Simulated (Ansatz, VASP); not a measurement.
**SiC in VASP and in Ansatz**

```xyz
2
Lattice="0.0000 2.2741 2.2741 2.2741 0.0000 2.2741 2.2741 2.2741 0.0000" Properties=species:S:1:pos:R:3 pbc="T T T"
Si    0.0000    0.0000    0.0000
C     3.4112    3.4112    3.4112
```

Alike in both runs: task single point; functional PBE; k mesh 12 × 12 × 12; occupations gaussian, width 0.05 eV; no spin polarisation.

|  | VASP | Ansatz |
| --- | --- | --- |
| version | VASP 6.6.1 | Ansatz 0.2.0 |
| potentials or method | VASP PAW PBE potentials, release 64 (Si, C) | scalar-relativistic, plane waves, PAW |
| plane-wave cutoff (eV) | 520 | 520 |
| valence electrons in the cell | 8 | 8 |

```tsv
	VASP	Ansatz	Ansatz less VASP
gap on the k mesh at the Fermi level (eV)	1.46	1.47	+0.002
least direct gap on the mesh (eV)	4.40	4.40	+0.005
pressure (GPa)	-19.2	-19.2	-0.02
```

The functional is the same, so the differences come from potentials, cutoffs and numerics.

Caveats: so large a pressure means that the cell lies far from this level's equilibrium, or that cutoff or potentials fall short (VASP). A k mesh can miss the band edges.
